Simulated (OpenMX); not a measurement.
# CuO in OpenMX: the effect of volume scale

Crystal: CuO.

```
Cu O
1.0
     0.00000    2.02827    2.02827
     2.02827    0.00000    2.02827
     2.02827    2.02827    0.00000
Cu O
1 1
Direct
  0.02950 0.02810 0.90803
  0.47050 0.47190 0.59197
```

The cell comes from a database or a generator and needn't be the stable form of this composition.

Alike in all runs:

- Program: OpenMX 3.8.5
- Task: single point
- Functional: PBE
- Potentials or basis: OpenMX 2013 PBE set, Cu6.0H-s3p2d2, O6.0-s2p2d1, grid cutoff 500 Ry
- k mesh: 9 × 9 × 9
- Occupations: fermi-dirac, width 0.05 eV
- Spin: no spin polarisation

| volume scale | pressure (GPa) |
| --- | --- |
| 0.88 | 62.8 |
| 0.92 | 46.6 |
| 0.96 | 33.4 |
| 1 | ? |
| 1.04 | 14.1 |
| 1.08 | 6.7 |

What does the run with volume scale 1 give?

Pressure 22.9 GPa.

Worked out: A parabola through the other rows of the pressure, of slope -249 GPa per unit of volume scale there, gives 22.4 GPa, against the run's 22.9.

Caveats: the basis of atomic orbitals isn't converged, which shifts pressures, moduli and gaps; an odd number of electrons without spin polarisation forces a metal; a magnetic or distorted state may lie lower; the run has no spin polarisation, though such a crystal can be magnetic; the cell as given lies far from equilibrium (some runs); the real-space grid is too coarse here: the forces don't sum to zero and aren't listed, and the energy moves when atoms move against the grid (some runs).
